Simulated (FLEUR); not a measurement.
# C under changes of volume

One of the cells (5.672 Å³/atom); the others are scaled copies at fixed shape and fractional positions:

```
CELL_PARAMETERS angstrom
2.52210 0.00000 0.00000
-1.26105 2.18420 0.00000
0.00000 0.00000 8.23710
ATOMIC_POSITIONS crystal
C 0.66667 0.33333 0.84375
C 0.33333 0.66667 0.34375
C 0.66667 0.33333 0.65625
C 0.33333 0.66667 0.15625
C 0.00000 0.00000 0.90625
C 0.00000 0.00000 0.40625
C 0.00000 0.00000 0.59375
C 0.00000 0.00000 0.09375
```

This is a hexagonal form of diamond, not graphite.

```yaml
Program: FLEUR MaX-R8.1 (later development tree)
Functional: PBEsol
Potentials_or_basis: all-electron
Basis: FLAPW
Kmax: 5.5 1/bohr
k_mesh: 12 × 12 × 4
Occupations: fermi-dirac, width 0.05 eV
Spin: no spin polarisation
```

```tsv
volume (Å³/atom)	energy over the lowest point (meV/atom)	gap on the mesh (eV)
5.332	21.63	4.42
5.445	?	?
5.672	0.00	4.27
5.899	17.52	4.18
6.012	34.21	4.14
```

**Question.** What does the run at 5.445 Å³/atom give?

**Answer.** Energy over the lowest point 7.20 meV/atom; gap on the mesh 4.37 eV.

Worked out: A Birch-Murnaghan fit of order 2 (a polynomial in V^(-2/3)) to the other rows has its minimum at 5.62 Å³/atom with B0 = V·E''(V) = 453 GPa at fixed shape and positions, which overstates the stiffness. It gives 7.14 meV/atom at 5.445 Å³/atom, against the run's 7.20. A straight line through the other rows of the gap, of slope -2.34 eV per unit of ln V, gives 4.37 eV, against the run's 4.37.

Energies are extrapolated to zero smearing.

A mesh can miss the band edges.
